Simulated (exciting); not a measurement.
Consider AgI, space group F-43m.

```xyz
2
Lattice="0.0000 3.2365 3.2365 3.2365 0.0000 3.2365 3.2365 3.2365 0.0000" Properties=species:S:1:pos:R:3 pbc="T T T"
I     4.8548    4.8548    4.8548
Ag    0.0000    0.0000    0.0000
```

Absorber: atom 2, with 4 I at 2.80 Å (tetrahedral, site symmetry -43m). Method: exciting, all-electron LAPW+lo, PBE, exchange and screened direct term (singlet BSE), 4×4×4 shifted k points, 25 conduction bands, |G+q| up to 3 bohr⁻¹ (2 in the exchange term), full RPA screening with nempty = 50, Lorentzian half width 1.2 eV.

The database entry behind the starting cell differs from later determinations by our own check (about 0.3 % short), so it need not match the best structure at ambient conditions.

Predict the Ag L₃ near-edge structure at this level.

Bound core exciton? Undecided on this mesh: the first bright state (over 5 % of the brightest) lies at 0.00 eV from the Kohn–Sham onset and at -0.54 eV from the lowest bare transition of its own mesh. Maxima (height): 8.4 eV (1.00), 12.9 eV (0.94) and 17.9 eV (0.90).

Energy from the Kohn–Sham onset, core level to the lowest empty state found on the meshes used; Im ε in relative units:

| E (eV) | Im ε |
| --- | --- |
| -9.5 | 0.03 |
| -9.0 | 0.03 |
| -8.5 | 0.03 |
| -8.0 | 0.03 |
| -7.5 | 0.04 |
| -7.0 | 0.04 |
| -6.5 | 0.04 |
| -6.0 | 0.05 |
| -5.5 | 0.05 |
| -5.0 | 0.06 |
| -4.5 | 0.06 |
| -4.0 | 0.07 |
| -3.5 | 0.08 |
| -3.0 | 0.09 |
| -2.5 | 0.11 |
| -2.0 | 0.13 |
| -1.5 | 0.16 |
| -1.0 | 0.21 |
| -0.5 | 0.27 |
| 0.0 | 0.35 |
| 0.5 | 0.46 |
| 1.0 | 0.58 |
| 1.5 | 0.71 |
| 2.0 | 0.82 |
| 2.5 | 0.84 |
| 3.0 | 0.84 |
| 3.5 | 0.85 |
| 4.0 | 0.87 |
| 4.5 | 0.88 |
| 5.0 | 0.88 |
| 5.5 | 0.89 |
| 6.0 | 0.92 |
| 6.5 | 0.96 |
| 7.0 | 0.99 |
| 7.5 | 0.99 |
| 8.0 | 1.00 |
| 8.5 | 1.00 |
| 9.0 | 0.99 |
| 9.5 | 0.97 |
| 10.0 | 0.96 |
| 10.5 | 0.94 |
| 11.0 | 0.92 |
| 11.5 | 0.92 |
| 12.0 | 0.93 |
| 12.5 | 0.94 |
| 13.0 | 0.94 |
| 13.5 | 0.92 |
| 14.0 | 0.90 |
| 14.5 | 0.89 |
| 15.0 | 0.88 |
| 15.5 | 0.86 |
| 16.0 | 0.86 |
| 16.5 | 0.87 |
| 17.0 | 0.88 |
| 17.5 | 0.90 |
| 18.0 | 0.90 |
| 18.5 | 0.89 |
| 19.0 | 0.87 |
| 19.5 | 0.82 |
| 20.0 | 0.78 |
| 20.5 | 0.73 |
| 21.0 | 0.70 |

With 64 k points the binding energies are rough, and fine structure above the first lines is partly noise of the mesh. Exchange and the short-range direct term aren't converged in the kernel cutoff. The zero comes from the unshifted 4×4×4 ground-state mesh; it is exact only where the band minimum lies on that mesh. The conduction states carry no spin here, so the exchange coupling to the spinor core hole is only partly held. This core level is treated alone, with no coupling to its spin–orbit partner. The structure is a published determination, not relaxed.

[Banner, clock and machine lines of the logs are left out without a mark of their own.]

[Logs are printed without paths, hosts, clocks, repeated set-up lines and the standing remarks that a program may print on its own settings, such as how far it seeks lower states.]

[Hosts, paths, dates, database ids (printed as entryN), source tags and the programs' standing remarks are cut or masked in the printed files.]
